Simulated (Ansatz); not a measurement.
# CuO: the cost of one run

Computed with Ansatz 0.2.0 (DFT LDA+U (U_eff = 4 eV on Cu d, around-mean-field double counting), plane waves, PAW, unless a step's input says otherwise).

1 further run of the same task is left out (it didn't finish).

## 1. The structure to begin with

It takes space group Cc (No. 9, monoclinic). Conventional cell: a = 4.689 Å, b = 3.427 Å, c = 5.132 Å, α = 90.00°, β = 99.65°, γ = 90.00°. Cu (site symmetry 1) has 4 O at 1.91 to 2.02 Å as nearest neighbours. Around O (site symmetry 1) lie 4 Cu at 1.91 to 2.02 Å.

Coordinates:

```xyz
4
Lattice="2.3446 -1.7134 0.0000 2.3446 1.7134 0.0000 -0.8605 0.0000 5.0594" Properties=species:S:1:pos:R:3 pbc="T T T"
Cu    1.1723    0.8457    0.0000
Cu    0.7420   -0.8457    2.5297
O     2.0724   -0.2841    1.2836
O     1.6421    0.2841    3.8133
```

An earlier series on this cell reached its lowest free state from «canted directions free, 60°», perhaps among other starts.

## 2. Ferrimagnetic site moments held at first, then free

input.yaml

```yaml
crystal:
  lattice:
    - [2.34464976, -1.71339982, 0.0]
    - [2.34464976, 1.71339982, 0.0]
    - [-0.86054991, 0.0, 5.05943948]
  atoms:
    - { symbol: Cu, position: [0.0032, 0.4968, 0.0], spin: 0.69 }
    - { symbol: Cu, position: [0.4968, 0.0032, 0.5], spin: -0.28 }
    - { symbol: O, position: [0.5714, 0.4056, 0.2537] }
    - { symbol: O, position: [0.4056, 0.5714, 0.7537] }
basis:
  ecutwfc: 420
  ecutrho_ratio: 4
kpoints:
  mp_grid: { grid: [7, 7, 4] }
hamiltonian:
  xc: lda
  hubbard:
    sites: [{ site: 0, l: d, u_eff: 4.0 }, { site: 1, l: d, u_eff: 4.0 }]
    double_counting: amf
scf:
  occupations: { method: gaussian, width: 0.05 }
  lower_state_search: "off"
  max_iter: 150
output:
  forces: true
  stress: true
  eigenvalues: true
  populations: true
  hubbard: { sites: [{ site: 0, l: d }, { site: 1, l: d }] }
magnetization:
  spin_polarized: true
  spin_locking: { lock_spins: true, n_iters: 12 }
```

The lock is temporary (n_iters 12) and is released on the way.

Started as:

```sh
$ ansatz run input.yaml --threads 2 --pin off --max-ram 3072MiB --backend cpu --events-out ev --progress --plain --runs-dir out
```

**Question.** How long does this run take on 2 threads of Arm Neoverse V1, shared host, and how much memory does it need?

About 38 s, with a peak of 0.49 GiB.
